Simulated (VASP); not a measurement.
CaO: band gap and direct gap against volume per atom

Plane-wave PAW density functional theory at fixed atoms, no spin polarisation, Gamma-centred mesh; band v is the last by electron count, c the next, levels count from the top of v, gaps are read over the k mesh and the listed points, a negative gap is an overlap (a metal). The results are calculated, by VASP 6.6.1.

Cell of the first row (space group Fm-3m, No. 225):
```
cell vectors (Å)
   0.0000     2.2777     2.2777
   2.2777     0.0000     2.2777
   2.2777     2.2777     0.0000
atoms (fractions of the cell vectors)
Ca  0.00000  0.00000  0.00000
O   0.50000  0.50000  0.50000
```

Settings of every row: functional r2SCAN; spin orbit no; screening parameter 0 Å⁻¹; occupations Gaussian; smearing width 0.01 eV; wave cutoff 520 eV; datasets recommended PBE set; valence electrons 16; k mesh a 10; k mesh b 10; k mesh c 10.

Point:
```
   name  a (reciprocal cell vector)  b (reciprocal cell vector)  c (reciprocal cell vector)
  Gamma                           0                           0                           0
      X                         0.5                           0                         0.5
      K                       0.375                       0.375                        0.75
      L                         0.5                         0.5                         0.5
      W                         0.5                        0.25                        0.75
PBE-CBM                           0                         0.5                         0.5
```

Limits: semilocal functionals tend to give too small a gap.

```
row  volume per atom (Å³)  band gap (eV)  direct gap (eV)
  1                11.816          4.075            4.382
  2                12.193          4.109            4.435
  3                12.578          4.137            4.478
  4                12.971          4.159            4.513
  5                13.372              ?                ?
  6                13.782          4.187            4.559
  7                14.199          4.193            4.572
  8                14.625          4.195            4.579
  9                 15.06          4.193             4.58
 10                15.503          4.186            4.551
```

Question: what band gap and direct gap should row 5 give?

Worked fit of band gap. Take t = volume per atom − 14, in Å³. The shown rows have t = -2.184, -1.807, -1.422, -1.029, -0.218, 0.199, 0.625, 1.06, 1.503. Least squares give band gap = 4.1919 + 0.01809 × t − 0.01565 × t² eV; a straight line predicts inner rows, each left out in turn, worse (root mean square 0.017 against 0.0022 eV). The rows lie off it by -0.003, 0.001, 0.002, 0.002, 0.000, -0.002, -0.002, 0.000, 0.002. The withheld row has t = -0.628, so the fit gives 4.1919 + 0.01809 × (-0.628) − 0.01565 × (-0.628)² = 4.174 eV.

The calculation gave 4.175 eV. The fit lies 0.001 eV (0.83 % of the column's range) below it, one unit of the last digit.

Worked fit of direct gap. Take t = volume per atom − 14, in Å³. The shown rows have t = -2.184, -1.807, -1.422, -1.029, -0.218, 0.199, 0.625, 1.06, 1.503. Least squares give direct gap = 4.57 + 0.02917 × t − 0.02572 × t² eV; a straight line predicts inner rows, each left out in turn, worse (root mean square 0.026 against 0.0049 eV). The rows lie off it by -0.002, 0.002, 0.001, 0.000, -0.003, -0.003, 0.001, 0.008, -0.005 (root mean square 0.0036 eV). The withheld row has t = -0.628, so the fit gives 4.57 + 0.02917 × (-0.628) − 0.02572 × (-0.628)² = 4.542 eV.

The calculation gave 4.539 eV. The fit lies 0.003 eV (1.5 % of the column's range) above it; its largest miss of a shown row is 0.008 eV.
